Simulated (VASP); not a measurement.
Input of a VASP 6.6.1 run:

File POSCAR:

```
CoSi
1.0
    4.4294053314      0.0000000000      0.0000000000
    0.0000000000      4.4294053314      0.0000000000
    0.0000000000      0.0000000000      4.4294053314
  Co              Si
     4     4
Direct
     0.1451145232526230    0.1451145232526230    0.1451145232526230
     0.3548854767473770    0.8548854767473770    0.6451145232526230
     0.6451145232526230    0.3548854767473770    0.8548854767473770
     0.8548854767473770    0.6451145232526230    0.3548854767473770
     0.8432104053820311    0.8432104053820311    0.8432104053820311
     0.6567895946179689    0.1567895946179689    0.3432104053820311
     0.3432104053820311    0.6567895946179689    0.1567895946179689
     0.1567895946179689    0.3432104053820311    0.6567895946179689
```

INCAR.step1

```
ALGO = Fast
EDIFF = 1E-8
EDIFFG = -0.002
ENCUT = 600
GGA = PE
IBRION = 2
ISIF = 3
ISMEAR = 1
KPAR = 4
LASPH = True
LCHARG = False
LREAL = False
LWAVE = False
NELM = 80
NSW = 40
PREC = Accurate
SIGMA = 0.1
```

Contents of INCAR.step2:

```
ALGO = Fast
EDIFF = 1E-8
ENCUT = 600
GGA = PE
IBRION = 6
ISIF = 2
ISMEAR = 1
KPAR = 4
LASPH = True
LCHARG = False
LREAL = False
LWAVE = False
NELM = 80
NFREE = 2
NSW = 1
POTIM = 0.015
PREC = Accurate
SIGMA = 0.1
```

KPOINTS

```
k-points
0
Gamma
  8 8 8
```

Potentials or basis: VASP PAW PBE potentials, release 64 (Co, Si).

Launch:

```sh
$ cat potpaw_PBE.64/Co/POTCAR potpaw_PBE.64/Si/POTCAR > POTCAR
$ cp INCAR.step1 INCAR
$ mpirun -np 4 vasp_std > vasp.out
$ cp CONTCAR POSCAR
$ cp INCAR.step2 INCAR
$ mpirun -np 4 vasp_std > vasp.out
```

(1) Predict the highest phonon frequency at Γ, LO-TO splitting left out.

Results:

(1) 424 cm⁻¹.
